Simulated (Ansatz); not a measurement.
Method: Ansatz, DFT PBE, scalar-relativistic, plane waves, PAW. All cells share a 420 eV cutoff and Γ-centred k meshes spaced at most about 0.3 Å⁻¹ (about 0.25 or finer for metals, 2π included). No spin polarisation.

These are static total energies at zero pressure.

Two relaxed structures of Ga2As5:

A.

```cif
data_structure
_symmetry_space_group_name_H-M 'P3m1'
_symmetry_Int_Tables_number 156
_cell_length_a 3.9310
_cell_length_b 3.9310
_cell_length_c 25.1442
_cell_angle_alpha 90.000
_cell_angle_beta 90.000
_cell_angle_gamma 120.000
_cell_volume 336.49
loop_
_atom_site_label
_atom_site_type_symbol
_atom_site_symmetry_multiplicity
_atom_site_Wyckoff_symbol
_atom_site_fract_x
_atom_site_fract_y
_atom_site_fract_z
_atom_site_occupancy
Ga1 Ga 1 a 0.00000 0.00000 0.88069 1
Ga2 Ga 1 b 0.33333 0.66667 0.74576 1
Ga3 Ga 1 b 0.33333 0.66667 0.14990 1
Ga4 Ga 1 c 0.66667 0.33333 0.01525 1
As1 As 1 c 0.66667 0.33333 0.54671 1
As2 As 1 b 0.33333 0.66667 0.59750 1
As3 As 1 b 0.33333 0.66667 0.84585 1
As4 As 1 c 0.66667 0.33333 0.70508 1
As5 As 1 a 0.00000 0.00000 0.98084 1
As6 As 1 c 0.66667 0.33333 0.11557 1
As7 As 1 b 0.33333 0.66667 0.25119 1
As8 As 1 a 0.00000 0.00000 0.29857 1
As9 As 1 b 0.33333 0.66667 0.40828 1
As10 As 1 a 0.00000 0.00000 0.45882 1
```

B.

```cif
data_structure
_symmetry_space_group_name_H-M 'R-3m:H'
_symmetry_Int_Tables_number 166
_cell_length_a 3.8465
_cell_length_b 3.8465
_cell_length_c 34.9599
_cell_angle_alpha 90.000
_cell_angle_beta 90.000
_cell_angle_gamma 120.000
_cell_volume 447.94
loop_
_atom_site_label
_atom_site_type_symbol
_atom_site_symmetry_multiplicity
_atom_site_Wyckoff_symbol
_atom_site_fract_x
_atom_site_fract_y
_atom_site_fract_z
_atom_site_occupancy
Ga1 Ga 6 c 0.00000 0.00000 0.70727 1
As1 As 6 c 0.66667 0.33333 0.76483 1
As2 As 3 a 0.00000 0.00000 0.00000 1
As3 As 6 c 0.33333 0.66667 0.80254 1
```

**Question.** Which is lower in energy, and by how much?

**Answer.** A is lower, by 85 meV/atom. A has space group P3m1 (No. 156), 24.0 Å³/atom and no gap on its mesh; B has space group R-3m (No. 166), 21.3 Å³/atom and no gap. Counting As atoms around Ga (those within 1.25 times the shortest such distance or 1.15 times the sum of covalent radii, 1.27 where that leaves under three; a plus sign parts nearer from farther groups), A has Ga 4 and B has Ga 3+3. A and B both hold As–As nets. Both come from invented guesses.

No dispersion correction is applied, so the spacing and binding between layers, chains or molecules are poorly described (P3m1, R-3m), and this can change margins and order among such cells. In R-3m an odd number of electrons in the primitive cell allows no gap without spin; a larger cell or a magnetic state could open one. Cells relaxed within their symmetry can be saddle points.
